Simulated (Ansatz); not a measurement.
## A decomposition energy, worked out: W2C3

Theory: DFT PBE, scalar-relativistic, plane waves, PAW in Ansatz. All cells share a 420 eV cutoff and Γ-centred k meshes spaced about 0.3 Å⁻¹ or finer (0.25 for metals, 2π included). No spin polarisation.

Energies over the elements count from the elements' standard structures at the same level, with no fitted energy shifts.

These are static total energies at zero pressure. Spin–orbit coupling, which can matter for W, is left out. The reference form of C is held partly by dispersion forces, which this level lacks.

A trial structure of W2C3 (reached from: a relaxed cell, shaken at random and relaxed again; relaxed: space group Cmcm (No. 63), a = 2.962 Å, b = 5.229 Å, c = 12.899 Å) has a formation energy of 0.303 eV/atom. It holds C–C pairs (shortest 1.40 Å). At its composition the lowest mixture among the elements and 2 reference phases computed alike (others may be missing) consists of these:

```json
{"phase": "C (solid)", "source": "element", "ΔE_f (eV/atom)": "0.000"}
{"phase": "WC (P-6m2)", "source": "Materials Project", "ΔE_f (eV/atom)": "-0.145"}
```

Task: Write the balanced decomposition and find its energy per atom, per formula unit and per mole of formula units.

Result: Balancing W and C gives W2C3 → C + 2 WC. The left side holds 5 atoms, and the products take 1/5 (C) and 4/5 (WC) of them. The mixture therefore lies at 1/5 × (0.000) + 4/5 × (-0.145) = -0.116 eV/atom. The reaction energy is -0.116 − (0.303) = -0.419 eV/atom. Times 5 atoms that is -2.095 eV per W2C3, and times 96.485 it is -202 kJ per mole of W2C3. Decomposition is downhill, so the trial structure is unstable against this mixture.

The trial W2C3 cell is unstable even against separation into elemental tungsten and carbon, since its formation energy is 0.303 eV/atom. This accounts for most of the -0.419 eV/atom released on decomposition, with the binding of WC supplying the smaller part. In WC every carbon is isolated and sits in a trigonal prism of tungsten, where W 5d–C 2p covalency is strong and the Fermi level falls near a minimum in the density of states. The carbon-rich cell instead holds C–C pairs at 1.40 Å, a length that suggests bonding of partial multiple character. Carbon valence tied up in such pairs is less available to tungsten, and the C–C bonds probably do not make up for the loss, whereas graphite and WC each satisfy one kind of bonding fully. The result fits the known W–C system, in which WC is the most carbon-rich established carbide. Any further competing phase could only deepen the instability, but the energy rules out this arrangement alone, not every structure of the same composition.
